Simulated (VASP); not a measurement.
# Au (Im-3m) in VASP: single point with LDA

Aim: the single point of Au with LDA.

Program: VASP 6.6.1. These are calculated values, not measurements. Logs are shortened: lines on timing, memory, paths and dates and some standing lists are left out, and cuts for length are marked.

### 1 The structure

Symmetry: Im-3m, No. 229, cubic system. Conventional cell: a = 3.214 Å, b = 3.214 Å, c = 3.214 Å, α = 90.00°, β = 90.00°, γ = 90.00°. Au (site symmetry m-3m) has 8 Au at 2.78 Å as nearest neighbours.

The cell was built by a generator and needn't be a form met in nature.

### 2 Single point, LDA

The input, INCAR:

```
SYSTEM = Au
ALGO = Normal
EDIFF = 1E-7
ENCUT = 520
GGA = CA
ISIF = 2
ISMEAR = -1
LASPH = .TRUE.
LCHARG = .TRUE.
LELF = .TRUE.
LREAL = .FALSE.
LVHAR = .TRUE.
LWAVE = .FALSE.
NBANDS = 12
NELM = 100
PREC = Accurate
SIGMA = 0.13605693000000002
```

The input, KPOINTS:

```
k-points
0
G
  14 14 14
  0 0 0
```

The input, POSCAR:

```
Au
1.0
   -1.6069037622      1.6069037622      1.6069037622
    1.6069037622     -1.6069037622      1.6069037622
    1.6069037622      1.6069037622     -1.6069037622
Au
1
Direct
    0.0000000000      0.0000000000      0.0000000000
```

Potentials or basis: VASP PAW LDA potentials, release 64 (Au).

Command:

```bash
> cat potpaw_LDA.64/Au/POTCAR > POTCAR
> mpirun -np 1 vasp_std > vasp.out
```

OUTCAR:

```text
SYSTEM = Au
   EDIFF = 1E-7
   ENCUT = 520
   GGA = CA
   ISIF = 2
   ISMEAR = -1
   LASPH = .TRUE.
   LREAL = .FALSE.
   NELM = 100
   PREC = Accurate

 ion  position               nearest neighbor table
   1  0.000  0.000  0.000-

  LATTYP: Found a body centered cubic cell.
 ALAT       =     3.2138075244

  Lattice vectors:

 A1 = (  -1.6069037622,   1.6069037622,   1.6069037622)
 A2 = (   1.6069037622,  -1.6069037622,   1.6069037622)
 A3 = (   1.6069037622,   1.6069037622,  -1.6069037622)

Analysis of symmetry for initial positions (statically):
=====================================================================
 Subroutine PRICEL returns:
 Original cell was already a primitive cell.

 Routine SETGRP: Setting up the symmetry group for a
 body centered cubic supercell.

 Subroutine GETGRP returns: Found 48 space group operations
 (whereof 48 operations were pure point group operations)
 out of a pool of 48 trial point group operations.

The static configuration has the point symmetry O_h .

Analysis of symmetry for dynamics (positions and initial velocities):
=====================================================================
 Subroutine PRICEL returns:
 Original cell was already a primitive cell.

 Routine SETGRP: Setting up the symmetry group for a
 body centered cubic supercell.

 Subroutine GETGRP returns: Found 48 space group operations
 (whereof 48 operations were pure point group operations)
 out of a pool of 48 trial point group operations.

The dynamic configuration has the point symmetry O_h .

 Subroutine INISYM returns: Found 48 space group operations
 (whereof 48 operations are pure point group operations),
 and found     1 'primitive' translations

----------------------------------------------------------------------------------------

                                     Primitive cell

  volume of cell :      16.5970

  direct lattice vectors                    reciprocal lattice vectors
    -1.606903762  1.606903762  1.606903762     0.000000000  0.311157402  0.311157402
     1.606903762 -1.606903762  1.606903762     0.311157402  0.000000000  0.311157402
     1.606903762  1.606903762 -1.606903762     0.311157402  0.311157402  0.000000000

  length of vectors
     2.783238959  2.783238959  2.783238959     0.440043018  0.440043018  0.440043018

  position of ions in fractional coordinates (direct lattice)
     0.000000000  0.000000000  0.000000000

  ion indices of the primitive-cell ions
   primitive index   ion index
                 1           1
[... 80 lines left out ...]
   POTIM  = 0.5000    time-step for ionic-motion
   TEBEG  =    0.0;   TEEND  =   0.0 temperature during run
   PSTRESS=    0.0 pullay stress
   NELECT =      11.0000    total number of electrons
   NUPDOWN=      -1.0000    fix difference up-down
   EMIN   =  10.00;   EMAX   =-10.00  energy-range for DOS
   EFERMI =   0.00;   METHOD = LEGACY
   ISMEAR =    -1;   SIGMA  =   0.14  broadening in eV -4-tet -1-fermi 0-gaus
   EFERMI_NEDOS =   21; number of points for ismear=-14 and -15
   IALGO  =     38    algorithm
   IMIX   =      4    mixing-type and parameters
     AMIX     =   0.40;   BMIX     =  1.00
     AMIX_MAG =   1.60;   BMIX_MAG =  1.00
  volume/ion in A,a.u.               =      16.60       112.00
  Fermi-wavevector in a.u.,A,eV,Ry     =   1.427346  2.697292 27.719367  2.037316
  Thomas-Fermi vector in A             =   2.547525
   LORBIT       =      0    0 simple, 1 ext, 2 COOP (PROOUT), +10 PAW based schemes
   GGA     = CA    functional components
   LHFCALC =     F    Hartree Fock is set to
   AEXX    =    0.0000 exact exchange contribution
   IVDW    =     0    specifies the selected vdW correction
   LEPSILON=     F    determine dielectric tensor
   LRPA    =     F    only Hartree local field effects (RPA)
 non-spin polarized calculation
  energy-cutoff  :      520.00
  volume of cell :       16.60
 maximum number of plane-waves:       466
 NGX is ok and might be reduce to    24
   NGX = 11   NGY = 11   NGZ = 11

 number of electron      11.0000000 magnetization

 Free energy of the ion-electron system (eV)
  ---------------------------------------------------
  ext. energy  EPLUGINS =         0.00000000
  ---------------------------------------------------
  free energy    TOTEN  =        -4.43092037 eV

  energy without entropy =       -4.41448946  energy(sigma->0) =       -4.42270491

 E-fermi :   9.7724     XC(G=0): -13.1404

 val. band max:        9.7077785924   @ k =   0.5000   0.5000   0.0714
 cond. band min:       9.8525850000   @ k =   0.3571   0.0714   0.0714
 fundamental gap:      0.1448064075
 Fermi energy:         9.7724070105

 k-point     1 :       0.0000    0.0000    0.0000
  band No.  band energies     occupation
      1      -0.4464      2.00000
      2       4.6895      2.00000
      3       4.6895      2.00000
      4       4.6895      2.00000
      5       6.7433      2.00000
      6       6.7433      2.00000
      7      26.2112      0.00000
      8      26.2112      0.00000
      9      26.2112      0.00000
     10      34.4532      0.00000
     11      34.4532      0.00000
     12      34.4532      0.00000
[... 331 lines left out ...]
 k-point    24 :       0.3571    0.2857   -0.0000
  band No.  band energies     occupation
      1       3.2060      2.00000
      2       4.2438      2.00000
      3       4.8166      2.00000
      4       6.7882      2.00000
      5       7.0656      2.00000
      6      13.1645      0.00000
      7      14.2348      0.00000
      8      16.6002      0.00000
      9      24.2464      0.00000
     10      30.5759      0.00000
     11      31.1796      0.00000
     12      37.5957      0.00000

 [... further k-points ...]

------------------------ aborting loop because EDIFF is reached ----------------------------------------

  FORCE on cell =-STRESS in cart. coord.  units (eV):
  Direction    XX          YY          ZZ          XY          YZ          ZX
  --------------------------------------------------------------------------------------
  -------------------------------------------------------------------------------------
  Total        0.0563351      0.0563351      0.0563351      0.0000000      0.0000000     -0.0000000
  in kB        5.4382589      5.4382589      5.4382589      0.0000000      0.0000000     -0.0000000
  external PRESSURE =       5.4382589 kB  Pullay stress =       0.0000000 kB

 VOLUME and BASIS-vectors are now :
 -----------------------------------------------------------------------------
  energy-cutoff  :      520.00
  volume of cell :       16.60
      direct lattice vectors                 reciprocal lattice vectors
    -1.606903762  1.606903762  1.606903762     0.000000000  0.311157402  0.311157402
     1.606903762 -1.606903762  1.606903762     0.311157402  0.000000000  0.311157402
     1.606903762  1.606903762 -1.606903762     0.311157402  0.311157402  0.000000000

 POSITION                                       TOTAL-FORCE (eV/Angst)
 -----------------------------------------------------------------------------------
      0.00000      0.00000      0.00000        -0.000000      0.000000      0.000000
 -----------------------------------------------------------------------------------
    total drift:                               -0.000000      0.000000      0.000000

  FREE ENERGIE OF THE ION-ELECTRON SYSTEM (eV)
  ---------------------------------------------------
  free  energy   TOTEN  =        -4.4309203681 eV

  energy  without entropy=       -4.4144894562  energy(sigma->0) =       -4.42270491
```

stdout:

```text
POSCAR found type information on POSCAR Au
 POSCAR found :  1 types and       1 ions
 scaLAPACK will be used
 LDA part: xc-table for (Slater(with rela. corr.)+CA(PZ))
 , standard interpolation
 POSCAR, INCAR and KPOINTS ok, starting setup
 FFT: planning ... GRIDC
 FFT: planning ... GRID_SOFT
 FFT: planning ... GRID
 WAVECAR not read
 entering main loop
```

It took 11 s on 1 thread of AMD EPYC 9R45 (Zen 5), shared host; peak memory 0.11 GiB.

Results:

- Free energy: -4.4309 eV
- Pressure: 0.5 GPa
- Band gap on the k mesh: none (metal or under the smearing width)
